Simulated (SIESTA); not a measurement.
Zr:

```
Zr
1.0
     3.23200    0.00000    0.00000
    -1.61600    2.79899    0.00000
     0.00000    0.00000    5.14700
Zr
2
Direct
  0.66667 0.33333 0.75000
  0.33333 0.66667 0.25000
```

Base run:

* Program: SIESTA 5.4.2
* Functional: PBE
* Potentials or basis: PseudoDojo 0.4 standard (PBE files)
* Basis: DZP (energy shift 0.003 Ry; two zetas on semicore shells)
* Grid cutoff: 800 Ry
* Energy shift: 0.003 Ry
* k mesh: 9 × 9 × 5
* Occupations: fermi-dirac, width 0.05 eV
* Spin: no spin polarisation

Its results: band gap on the k mesh none (metal or under the smearing width); pressure 1.2 GPa.

The run is repeated on the same cell with these changes: functional from PBE to PBEsol; potentials or basis from PseudoDojo 0.4 standard (PBE files) to PseudoDojo 0.4 standard (PBEsol files). What comes out?

Band gap on the k mesh none (metal or under the smearing width); pressure -2.5 GPa.

Caveats: the basis of atomic orbitals isn't converged, which shifts pressures, moduli and gaps.
